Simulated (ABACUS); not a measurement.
# ZnS (Wurtzite-4H) in ABACUS: the effect of functional

ZnS (Wurtzite-4H):

```
Zn S
1.0
     3.89767    0.00000    0.00000
    -1.94884    3.37548    0.00000
     0.00000    0.00000   12.76555
Zn S
4 4
Cartesian
  1.9488 1.1252 9.5742
  0.0000 2.2503 3.1914
  0.0000 0.0000 6.3828
  0.0000 0.0000 0.0000
  1.9488 1.1252 11.9677
  0.0000 2.2503 5.5849
  0.0000 0.0000 8.7763
  0.0000 0.0000 2.3935
```

The cell isn't the ideal one: volume scaled by 1.06.

Alike in all runs:

```yaml
Program: ABACUS 3.10.1
Task: equation of state
Potentials_or_basis: SG15 ONCV 1.2 PBE
Cutoff: 1361 eV
Density_cutoff: 5442 eV
Basis: DZP LCAO (the cutoffs set its grid)
k_mesh: 6 × 6 × 2
Occupations: fermi-dirac, width 0.05 eV
Spin: no spin polarisation
```

```csv
functional,gap on the mesh (eV),pressure (GPa),largest force (eV/Å)
LDA,1.61,-7.5,0.04
PBEsol,1.84,-4.6,0.03
PW91,1.96,-1.7,0.04
BLYP,1.93,1.4,0.05
SCAN,?,?,?
```

Q: What does the run with functional SCAN give?

A: gap on the mesh 2.47 eV; pressure -3.9 GPa; largest force 0.06 eV/Å.

Caveats: the atomic orbitals were generated for these runs and aren't a published set; the potentials were made for another functional, which shifts forces and pressure; the basis of atomic orbitals isn't converged, which shifts pressures, moduli and gaps.

Runs at the PBE level aren't shown here.
